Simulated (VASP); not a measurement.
Runs of VASP 6.6.1 on Mg. The structure is cubic, space group Fm-3m (No. 225). Conventional cell: a = 6.967 Å, b = 6.967 Å, c = 6.967 Å, α = 90.00°, β = 90.00°, γ = 90.00°. Mg (site symmetry m-3m) has 8 Mg at 3.02 Å as nearest neighbours. Around Mg (site symmetry -43m) lie 4 Mg at 3.02 Å. The cell was built by a generator and needn't be a form met in nature.

```tsv
level	gap on the mesh (eV)	pressure (GPa)	relaxed volume (Å³/atom)
optB88-vdW	none	0.0	27.99
vdW-DF-cx	none	0.0	(a)
BLYP	none	0.0	29.43
PW91	none	0.0	(b)
AM05	none	0.0	27.55
```

Alike in all rows: task relaxation of cell and atoms; potentials or basis VASP PAW PBE potentials, release 64 (Mg); no spin polarisation; cell relaxed; k mesh 7 × 7 × 7; cutoff (eV) 600; smearing fermi-dirac 0.05 eV.

Q: Fill in the values left out.

A: (a) 28.00; (b) 28.14.

Caveats: the PAW data sets were made with another functional, which shifts forces and pressure a little.

A gap of «none» marks a metal or a gap under the smearing width.

Runs at the PBE level aren't shown here.
